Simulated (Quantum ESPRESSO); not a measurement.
Crystal: CaO.

```
Ca O
1.0
     0.00000    2.40356    2.40356
     2.40356    0.00000    2.40356
     2.40356    2.40356    0.00000
Ca O
1 1
Direct
  0.00000 0.00000 0.00000
  0.50000 0.50000 0.50000
```

The cell is a database's computed one.

Base run:

```yaml
Program: Quantum ESPRESSO 7.5
Functional: BLYP
Potentials_or_basis: PseudoDojo 0.4.1 SR PBE standard
Cutoff: 1143 eV
Density_cutoff: 4572 eV
k_mesh: 8 × 8 × 8, shifted
Occupations: fermi-dirac, width 0.05 eV
Spin: no spin polarisation
```

Its results: pressure 4.3 GPa; electronic dielectric tensor (diagonal) 3.69.

After a change of settings the same cell gave: pressure -2.8 GPa; electronic dielectric tensor (diagonal) 3.83. Which change was it?
A. functional from BLYP to WC
B. functional from BLYP to AM05
C. functional from BLYP to LDA; potentials or basis from PseudoDojo 0.4.1 SR PBE standard to PseudoDojo 0.4.1 SR LDA standard

A.

WC binds more tightly than BLYP, so the same cell stands under less pressure.

Caveats: the potentials were made for another functional, which shifts forces and pressure; the cell is more than 3 GPa from zero pressure, which shifts response properties (some runs).

Runs at the PBE level aren't shown here.
